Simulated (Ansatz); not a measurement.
# C: from a guess to a relaxed structure, part 1 of 2

The task: take a trial cell of C to zero force and stress.

Computed with Ansatz 0.2.0 (DFT PBE, scalar-relativistic, plane waves, PAW, unless a step's input says otherwise).

## Step 1: The structure to begin with

It takes space group I4_132 (No. 214, cubic). The conventional cell has a = 4.964 Å, b = 4.964 Å, c = 4.964 Å, α = 90.00°, β = 90.00°, γ = 90.00°. C (site symmetry 222) has 4 C at 1.52 Å as nearest neighbours.

As a file:

```xyz
6
Lattice="-2.4821 2.4821 2.4821 2.4821 -2.4821 2.4821 2.4821 2.4821 -2.4821" Properties=species:S:1:pos:R:3 pbc="T T T"
C     1.2411    3.1027    0.0000
C     0.0000    1.2411    3.1027
C     1.8616    2.4821    1.2411
C     3.1027    0.0000    1.2411
C     1.2411    1.8616    2.4821
C     2.4821    1.2411    1.8616
```

A structure generator made this guess: 4-connected net of one element (I4_132, No. 214). Its size is a rough estimate.

## Step 2: Probe: one point on a coarse mesh

File input.yaml:

```yaml
crystal:
  lattice:
    - [-2.48214961, 2.48214961, 2.48214961]
    - [2.48214961, -2.48214961, 2.48214961]
    - [2.48214961, 2.48214961, -2.48214961]
  atoms:
    - { symbol: C, position: [0.625, 0.25, 0.875] }
    - { symbol: C, position: [0.875, 0.625, 0.25] }
    - { symbol: C, position: [0.75, 0.625, 0.875] }
    - { symbol: C, position: [0.25, 0.875, 0.625] }
    - { symbol: C, position: [0.875, 0.75, 0.625] }
    - { symbol: C, position: [0.625, 0.875, 0.75] }
basis:
  ecutwfc: 420
kpoints:
  mp_grid: { grid: [6, 6, 6] }
hamiltonian:
  xc: pbe
scf:
  occupations: { method: gaussian, width: 0.1 }
  lower_state_search: "off"
output:
  forces: true
  stress: true
  eigenvalues: true
```

Launch:

```bash
$ ansatz run input.yaml --threads 1 --pin off --max-ram 2048MiB --backend cpu --events-out ev --progress --plain --runs-dir out
```

Standard output, cut to the lines that bear on the results:

```text
[...]
SCF converged after 6 iterations
Free energy (F): -1496.592458 eV
[...]
E sigma→0 (E₀):  -1496.590116 eV
Entropy (-TS):   -0.004684 eV (-0.781 meV/atom)
Fermi energy:    5.697626 eV
[...]
--- Forces (eV/Å), atoms counted from 1 ---
  atom   1  C     -0.00000000     0.00000000    -0.00000000
  atom   2  C     -0.00000000    -0.00000000    -0.00000000
  atom   3  C     -0.00000000     0.00000000    -0.00000000
  atom   4  C     -0.00000000    -0.00000000    -0.00000000
  atom   5  C      0.00000000     0.00000000    -0.00000000
  atom   6  C     -0.00000000     0.00000000    -0.00000000
[...]
--- Stress (GPa, compression-positive) ---
       -7.541226      -0.000000      -0.000000
       -0.000000      -7.541226       0.000000
       -0.000000       0.000000      -7.541226
  P = ⅓ Tr σ = -7.5412 GPa (-75.412 kbar)
--- Band table (eV; the first three rows and the last of 16) ---
  k-point 0: bands = ["-14.4074", "-9.6679", "-9.6679", "-9.6679", "-2.2628", "-2.2628", "-1.1291", "-1.1291", "-1.1291", "2.9757", "2.9757", "2.9757", "9.5179", "9.7706", "12.5040", "12.5040", "12.5040"]
[...]
```

Run time: 1.2 s. Hardware: 1 thread of Intel Xeon Platinum 8375C at 2.90GHz (Ice Lake), shared host; peak memory 0.34 GiB.

From the probe: pressure -7.5 GPa, largest force 0.00 eV/Å, gap on this mesh none (metal). A guess like this is first relaxed loosely on the coarse mesh.

## Step 3: A loose first relaxation

input.yaml, as its differences from that of step 2:

```diff
@@ -25 +25,6 @@
   eigenvalues: true
+relax:
+  adjacent_minimum: "off"
+  f_tol: 0.04
+  max_steps: 70
+  cell: { stress_tol: 0.4 }
```

Launch:

```bash
$ ansatz run input.yaml --threads 1 --pin off --max-ram 2048MiB --backend cpu --events-out ev --progress --plain --runs-dir out
```

Standard output:

```text
Warning: RAYON_NUM_THREADS=1 ignored (pool sized by the plan → 1); use --threads N
Engine: ansatz 0.2.0, x86_64-unknown-linux-gnu
Pseudopotentials: kind: paw
Pseudopotential: C, paw, valence charge 4, recommended cutoff 420 eV (normal), C.paw.azcp
Functional definition: PBE
  parameter kappa = 0.804
  parameter beta = 0.06672455060314922
  exchange = pbe_x(kappa = kappa, mu = beta*pi^2/3)
  correlation = pbe_c(beta = beta)
Crystal: 6 atoms, lattice volume = 61.171 Å³
Basis set: ecut = 420 eV, 1205 PW (Γ), exchange–correlation on 60×60×60 points (8 copies of the dense FFT grid, shifted against one another)
Bands: 18, of which v1, the nominal top of the filled ones, is band 12 counted from 1 (11 counted from 0)
Symmetry: 24 space group operations
Space group: I4132 (ITA 214), of the structure as read, at distance tolerance 3.9e-5 Å
k-points: 16 of 216 (time reversal used)
Non-local potential: C, projectors of the file, l = 0: 2, l = 1: 2, l = 2: 1
PAW form: soft (Blöchl's): semilocal exchange-correlation on the pseudo side does not see the compensation charge
PAW one-centre angular grid: C, 110 points (default); XC on 64 Gauss nodes
Initial density: superposition of atomic densities (neutral atoms: chi_scale 0, normalization atom), corrected by the library's trained network
Initial wavefunctions: pseudopotential atomic-orbital guess
Functional: x = pbe(κ = 0.804, μ = 0.2195149727645171), c = pbe(β = 0.06672455060314922)
SCF iter   1: F=—  HF=-1496.621670 eV  |F-HF|=—  |Δ(HF+E_count)|=         —  Δρ=1.44e-2  dr2=9.57e-2  ethr=1.77e-3  ⟨swp⟩=5.6  Hψ=1491  notcnv=0  defer=3
preconditioner: auto → none  [insulator: Δε(μ)=0.161 eV  Ē_g=14.495 eV  σ=0.100 eV  W_gap=0.74  n_scr=12 (ndim 8)  ℏωp=23.3 eV  f_vac=0.187  D(μ)=1.07/eV (n_scr^D=0)  ε∞_Penn≈3.6]
SCF iter   2: F=—  HF=-1496.593017 eV  |F-HF|=—  |Δ(HF+E_count)|=   2.87e-2  Δρ=6.07e-3  dr2=9.17e-3  ethr=3.99e-4  ⟨swp⟩=3.0  Hψ=672  notcnv=0  defer=24
SCF iter   3: F=—  HF=-1496.592361 eV  |F-HF|=—  |Δ(HF+E_count)|=   6.56e-4  Δρ=1.45e-3  dr2=3.81e-4  ethr=3.82e-5  ⟨swp⟩=2.0  Hψ=455  notcnv=0  defer=24
SCF iter   4: F=—  HF=-1496.592465 eV  |F-HF|=—  |Δ(HF+E_count)|=   1.04e-4  Δρ=7.41e-5  dr2=1.18e-6  ethr=1.59e-6  ⟨swp⟩=1.4  Hψ=311  notcnv=0  defer=24
SCF iter   5: F=—  HF=-1496.592458 eV  |F-HF|=—  |Δ(HF+E_count)|=   6.97e-6  Δρ=9.59e-6  dr2=1.93e-8  ethr=4.91e-9  ⟨swp⟩=2.2  Hψ=447  notcnv=0  defer=24
SCF iter   6: F=-1496.592458 eV  HF=-1496.592458 eV  |F-HF|=3.37e-11  |Δ(HF+E_count)|=   4.04e-9  Δρ=4.58e-7  dr2=8.17e-11  ethr=8.03e-11  ⟨swp⟩=7.2  Hψ=1257  notcnv=0
SCF 1 converged in 6 iterations: F = -1496.592458 eV  dr2 = 8.17e-11
relax step   1: F+E_penalty+E_count = -1496.59245816 eV  Δ(F+E_penalty+E_count) = +0.000e0 eV  max|allowed force component| = 6.428e-17 eV/Å  Δτ_max = 0.0000 Å  P = -7.541 GPa  Ω = 61.171 Å³  (6 SCF iters, dr2 threshold 1.00e-7 eV, accepted)
Crystal: 6 atoms, lattice volume = 59.941 Å³
Basis set: ecut = 420 eV, 1157 PW (Γ), exchange–correlation on 60×60×60 points (8 copies of the dense FFT grid, shifted against one another)
Initial density: handed on by an earlier stage of this run
Initial wavefunctions: those handed on with the density
iter 1 solved again at ethr=5.26e-5 eV; its pass at ethr=3.10e-3 eV (dr2=1.26e-2 eV) is discarded
SCF iter   1: F=—  HF=-1496.644338 eV  |F-HF|=—  |Δ(HF+E_count)|=         —  Δρ=3.73e-3  dr2=1.19e-2  ethr=5.26e-5  ⟨swp⟩=1.1  Hψ=1888  notcnv=0
preconditioner: auto → none  [insulator: Δε(μ)=0.163 eV  Ē_g=14.789 eV  σ=0.100 eV  W_gap=0.75  n_scr=12 (ndim 8)  ℏωp=23.5 eV  f_vac=0.155  D(μ)=1.02/eV (n_scr^D=0)  ε∞_Penn≈3.5]
SCF iter   2: F=—  HF=-1496.639623 eV  |F-HF|=—  |Δ(HF+E_count)|=   4.72e-3  Δρ=7.59e-4  dr2=5.49e-4  ethr=4.98e-5  ⟨swp⟩=2.4  Hψ=452  notcnv=0
SCF iter   3: F=—  HF=-1496.639483 eV  |F-HF|=—  |Δ(HF+E_count)|=   1.40e-4  Δρ=1.59e-4  dr2=9.70e-6  ethr=2.29e-6  ⟨swp⟩=2.1  Hψ=449  notcnv=0
SCF iter   4: F=-1496.639491 eV  HF=-1496.639491 eV  |F-HF|=5.29e-9  |Δ(HF+E_count)|=   7.86e-6  Δρ=9.01e-6  dr2=1.94e-8  ethr=2.50e-9  ⟨swp⟩=8.2  Hψ=1655  notcnv=0
SCF 2 converged in 4 iterations: F = -1496.639491 eV  dr2 = 1.94e-8
relax step   2: F+E_penalty+E_count = -1496.63949058 eV  Δ(F+E_penalty+E_count) = -4.703e-2 eV  max|allowed force component| = 5.387e-17 eV/Å  Δτ_max = 0.0000 Å  P = -3.655 GPa  Ω = 59.941 Å³  energy of the carried Pulay correction = +3.816e-3 eV  (4 SCF iters, dr2 threshold 6.00e-7 eV, accepted)
Crystal: 6 atoms, lattice volume = 58.828 Å³
iter 1 solved again at ethr=4.67e-5 eV; its pass at ethr=3.10e-3 eV (dr2=1.12e-2 eV) is discarded
SCF iter   1: F=—  HF=-1496.659514 eV  |F-HF|=—  |Δ(HF+E_count)|=         —  Δρ=3.54e-3  dr2=1.06e-2  ethr=4.67e-5  ⟨swp⟩=1.1  Hψ=1877  notcnv=0
preconditioner: auto → LDOS  [insulator: Δε(μ)=0.145 eV  Ē_g=14.957 eV  σ=0.100 eV  W_gap=0.69  n_scr=12 (ndim 8)  ℏωp=23.7 eV  f_vac=0.152  D(μ)=1.15/eV (n_scr^D=12)  ε∞_Penn≈3.5  β→1.0]
SCF iter   2: F=—  HF=-1496.655498 eV  |F-HF|=—  |Δ(HF+E_count)|=   4.02e-3  Δρ=1.44e-3  dr2=9.99e-4  ethr=4.41e-5  ⟨swp⟩=2.0  Hψ=522  notcnv=0
SCF iter   3: F=—  HF=-1496.655206 eV  |F-HF|=—  |Δ(HF+E_count)|=   2.92e-4  Δρ=1.05e-4  dr2=5.89e-6  ethr=4.16e-6  ⟨swp⟩=2.1  Hψ=473  notcnv=0
SCF iter   4: F=—  HF=-1496.655205 eV  |F-HF|=—  |Δ(HF+E_count)|=   1.14e-6  Δρ=9.17e-6  dr2=1.82e-8  ethr=2.50e-9  ⟨swp⟩=7.9  Hψ=1642  notcnv=0
SCF iter   5: F=-1496.655205 eV  HF=-1496.655205 eV  |F-HF|=4.15e-10  |Δ(HF+E_count)|=   4.41e-8  Δρ=8.94e-7  dr2=2.35e-10  ethr=7.59e-11  ⟨swp⟩=1.0  Hψ=832  notcnv=0
SCF 3 converged in 5 iterations: F = -1496.655205 eV  dr2 = 2.35e-10
relax step   3: F+E_penalty+E_count = -1496.65520482 eV  Δ(F+E_penalty+E_count) = -1.571e-2 eV  max|allowed force component| = 6.746e-17 eV/Å  Δτ_max = 0.0000 Å  P = +0.198 GPa  Ω = 58.828 Å³  energy of the carried Pulay correction = +7.334e-3 eV  (5 SCF iters, dr2 threshold 6.00e-7 eV, accepted)
Initial wavefunctions: pseudopotential atomic-orbital guess (no wavefunctions were taken with the density)
iter 1 solved again at ethr=3.79e-8 eV; its pass at ethr=3.10e-3 eV (dr2=9.09e-6 eV) is discarded
SCF iter   1: F=—  HF=-1496.648973 eV  |F-HF|=—  |Δ(HF+E_count)|=         —  Δρ=2.07e-4  dr2=3.48e-6  ethr=3.79e-8  ⟨swp⟩=3.1  Hψ=2340  notcnv=0
preconditioner: auto → LDOS  [insulator: Δε(μ)=0.139 eV  Ē_g=14.930 eV  σ=0.100 eV  W_gap=0.67  n_scr=12 (ndim 8)  ℏωp=23.7 eV  f_vac=0.159  D(μ)=1.21/eV (n_scr^D=12)  ε∞_Penn≈3.5  β→1.0]
SCF iter   2: F=—  HF=-1496.648979 eV  |F-HF|=—  |Δ(HF+E_count)|=   6.02e-6  Δρ=1.91e-5  dr2=1.38e-7  ethr=1.45e-8  ⟨swp⟩=2.0  Hψ=479  notcnv=0
SCF iter   3: F=—  HF=-1496.648979 eV  |F-HF|=—  |Δ(HF+E_count)|=   2.92e-8  Δρ=3.04e-6  dr2=4.65e-9  ethr=5.77e-10  ⟨swp⟩=2.0  Hψ=472  notcnv=0
SCF iter   4: F=-1496.648979 eV  HF=-1496.648979 eV  |F-HF|=2.73e-12  |Δ(HF+E_count)|=   1.38e-9  Δρ=2.75e-7  dr2=2.26e-11  ethr=1.60e-11  ⟨swp⟩=6.3  Hψ=1169  notcnv=0
SCF 4 converged in 4 iterations: F = -1496.648979 eV  dr2 = 2.26e-11
relax step   4: F+E_penalty+E_count = -1496.64897866 eV  Δ(F+E_penalty+E_count) = +6.226e-3 eV  max|allowed force component| = 8.336e-17 eV/Å  Δτ_max = 0.0000 Å  P = +0.024 GPa  Ω = 58.828 Å³  stress off target by 2.38e-2 GPa  SCF on the basis re-selected at this cell (its energy is not comparable with the rows above)  (4 SCF iters)
basis re-selected at this cell: Δ(F+E_penalty+E_count) = +6.226e-3 eV, ΔP = -0.174 GPa vs the last step (what re-selecting the basis moved, of the pressure what is left beyond the Pulay correction that the steps carried, after the strain that the cell walked since its last selection, with what the two solves' SCF thresholds leave and, on support functions, any second-order correction that the steps lacked; it is no measure of the basis error at this ecutwfc). This SCF's stress stands 2.38e-2 GPa from its target on what of the cell is left free (relax.cell.stress_tol is 4.00e-1 GPa) and its largest allowed force component is 8.34e-17 eV/Å (relax.f_tol is 4.00e-2 eV/Å): within both
SCF converged after 4 iterations
Free energy (F): -1496.648979 eV
Harris-Foulkes:  -1496.648979 eV  (|F-HF|=2.73e-12)
Internal energy: -1496.642923 eV  (E = F + TS)
E sigma→0 (E₀):  -1496.645951 eV
Entropy (-TS):   -0.006056 eV (-1.009 meV/atom)
Fermi energy:    6.152427 eV
--- Per-component energies (eV) ---
  E_band       = -74.735116
  E_kinetic    = 547.100884
  E_local      = -1062.003733  (includes V_loc(G=0)·N_el)
  E_nonlocal   = 159.808051
  E_hartree    = 337.693972
  E_xc         = -286.588899
  E_vxc        = -354.898569  (∫ρ·V_xc dr)
  E_paw        = -595.448516  (= ΣΔE_a)
  E_vpaw       = -40.129895  (= ΣTr[D̂ρ^β])
  E_aug_tail   = 0.000056  (compensation charges beyond the density's cutoff)
  E_ewald      = -597.204737
  E_smearing   = -0.006056  (= −TS)
  E_closure    = -0.000000  (closes the sum)
  Σ components = -1496.648979   (vs F -1496.648979, Δ=0.00e0)
--- Forces (eV/Å), atoms counted from 1 ---
  atom   1  C     -0.00000000     0.00000000    -0.00000000
  atom   2  C     -0.00000000    -0.00000000    -0.00000000
  atom   3  C     -0.00000000     0.00000000    -0.00000000
  atom   4  C     -0.00000000    -0.00000000    -0.00000000
  atom   5  C      0.00000000     0.00000000     0.00000000
  atom   6  C     -0.00000000     0.00000000    -0.00000000
  max |Σ_I F_I| component: 2.23e-16 eV/Å
--- Stress (GPa, compression-positive) ---
        0.023769      -0.000000      -0.000000
       -0.000000       0.023769       0.000000
       -0.000000       0.000000       0.023769
  P = ⅓ Tr σ = 0.0238 GPa (0.238 kbar)
--- Band table (eV; the first three rows and the last of 16) ---
  k-point 0: bands = ["-14.3477", "-9.5338", "-9.5338", "-9.5338", "-1.9684", "-1.9684", "-0.9388", "-0.9388", "-0.9388", "3.3530", "3.3530", "3.3530", "9.8743", "10.2800", "13.1654", "13.1654", "13.1654", "16.1215"]
  k-point 1: bands = ["-14.1925", "-10.5414", "-9.5744", "-8.7114", "-2.3353", "-2.0450", "-0.9224", "-0.8895", "-0.1315", "2.7873", "3.0946", "4.1898", "10.4597", "10.4744", "10.9107", "12.3679", "14.6609", "14.9078"]
  k-point 2: bands = ["-13.7754", "-11.5352", "-9.6541", "-8.1979", "-2.6580", "-2.3196", "-0.8542", "-0.5787", "1.3054", "2.5149", "2.5668", "4.9585", "8.0656", "10.8944", "11.9919", "12.1583", "14.1891", "14.7683"]
  k-point 15: bands = ["-12.0886", "-12.0886", "-12.0886", "-6.7208", "-2.6822", "-2.6822", "-2.6822", "1.7088", "1.7088", "1.7088", "3.9606", "6.8860", "6.8860", "9.9219", "9.9219", "9.9219", "16.0825", "16.0825"]
--- Relaxed structure (3 steps of the walk, 3 accepted, 1 SCFs on fresh bases) ---
  F+E_penalty+E_count = -1496.64897866 eV   max|allowed force component| = 8.336e-17 eV/Å   (the final SCF, on the basis selected at the relaxed cell)
  cell:  # Å, volume = 58.8284 Å³
    - [-2.4500546150923226, 2.4500546150923226, 2.4500546150923226]
    - [2.4500546150923226, -2.4500546150923226, 2.4500546150923226]
    - [2.4500546150923226, 2.4500546150923226, -2.4500546150923226]
  atoms:
    - { symbol: C, position: [0.6250000000000001, 0.24999999999999997, 0.8750000000000001] }
    - { symbol: C, position: [0.875, 0.625, 0.25] }
    - { symbol: C, position: [0.7499999999999999, 0.625, 0.875] }
    - { symbol: C, position: [0.25000000000000006, 0.875, 0.625] }
    - { symbol: C, position: [0.875, 0.75, 0.625] }
    - { symbol: C, position: [0.625, 0.875, 0.75] }
```

Run time: 5.2 s. Hardware: 1 thread of Intel Xeon Platinum 8375C at 2.90GHz (Ice Lake), shared host; peak memory 0.34 GiB.

Step by step:

```
step  energy from step 1 (eV/cell)  largest force component (eV/Å)  pressure (GPa)  volume (Å³)
   1                        0.0000                          0.0000           -7.54        61.17
   2                       -0.0470                          0.0000           -3.65        59.94
   3                       -0.0627                          0.0000            0.20        58.83
   4                       -0.0565                          0.0000            0.02        58.83
```

Step 1 is the start. Step 4 repeats the geometry before it on a plane-wave basis chosen anew for that cell, so its energy need not be comparable with the rows above.

Lengths and angles in the start's conventional setting:

|  | before | after | change |
| --- | --- | --- | --- |
| a (Å) | 4.964 | 4.900 | -1.3 % |
| b (Å) | 4.964 | 4.900 | -1.3 % |
| c (Å) | 4.964 | 4.900 | -1.3 % |
| volume (Å³/atom) | 10.20 | 9.80 | -3.8 % |
| shortest distance (Å) | 1.520 | 1.500 | -1.3 % |
| space group (0.01 Å) | I4_132 | I4_132 | same |

The run keeps the 24 symmetry operations of the start, so it could not have lowered the symmetry.

(Continued in part 2 of 2.)
